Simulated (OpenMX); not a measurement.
Runs of OpenMX 3.8.5 on KBr. Symmetry: Fm-3m, No. 225, cubic system. The conventional cell has a = 6.600 Å, b = 6.600 Å, c = 6.600 Å, α = 90.00°, β = 90.00°, γ = 90.00°. Br (site symmetry m-3m) is surrounded by 6 K at 3.30 Å. K (site symmetry m-3m) has 6 Br at 3.30 Å as nearest neighbours. 

| task | level | potentials or basis | spin | cell | k mesh | SCF threshold | gap on the mesh (eV) | pressure (GPa) | moment (μB) | largest force (eV/Å) |
| --- | --- | --- | --- | --- | --- | --- | --- | --- | --- | --- |
| single point | LDA-PW92 | OpenMX 2013 LDA set, Br7.0-s3p2d2, K10.0-s3p2d1, grid cutoff 420 Ry | collinear, ferromagnetic start | as given | 5 × 5 × 5 | 1e-08 Ha | 4.04 | -1.6 | 0.00 | - |
| band structure | PBE | OpenMX 2013 PBE set, Br7.0-s3p2d2, K10.0-s3p2d1, grid cutoff 300 Ry | off | as given | 7 × 7 × 7 | 1e-08 Ha | 4.42 | 0.8 | - | - |
| single point | LDA-PW92 | OpenMX 2013 LDA set, Br7.0-s3p2d2, K10.0-s3p2d1, grid cutoff 420 Ry | collinear, ferromagnetic start | atom 2 moved by [0.0, 0.0354, 0.0354] A | 5 × 5 × 5 | 1e-08 Ha | 4.04 | - | 0.00 | 0.05 |
| band structure | PBE | OpenMX 2013 PBE set, Br7.0-s3p2d2, K10.0-s3p2d1, grid cutoff 300 Ry | non-collinear, zero start, SOC | as given | 5 × 5 × 5 | 1e-07 Ha | (a) | - | 0.00 | - |
| single point | LDA-PW92 | OpenMX 2013 LDA set, Br7.0-s3p2d2, K10.0-s3p2d1, grid cutoff 420 Ry | collinear, ferromagnetic start | atom 1 moved by [0.0, 0.0354, 0.0354] A | 5 × 5 × 5 | 1e-08 Ha | 4.04 | - | 0.00 | 0.05 |
| single point | LDA-PW92 | OpenMX 2013 LDA set, Br7.0-s3p2d2, K10.0-s3p2d1, grid cutoff 420 Ry | collinear, ferromagnetic start | atom 1 moved by [0.0, -0.0354, -0.0354] A | 5 × 5 × 5 | 1e-08 Ha | 4.04 | - | 0.00 | 0.05 |
| single point | LDA-PW92 | OpenMX 2013 LDA set, Br7.0-s3p2d2, K10.0-s3p2d1, grid cutoff 420 Ry | collinear, ferromagnetic start | atom 2 moved by [0.0, -0.0354, -0.0354] A | 5 × 5 × 5 | 1e-08 Ha | 4.04 | - | 0.00 | 0.05 |

Alike in all rows: smearing fermi-dirac 0.05 eV.

Problem. Fill in the values left out.

Solution. (a) 4.26.

Caveats: the basis of atomic orbitals isn't converged, which shifts pressures, moduli and gaps; total energies with and without spin-orbit coupling shouldn't be compared in this program (some runs).

A k mesh can miss the band edges, and rows without SOC leave out spin-orbit coupling on Br.
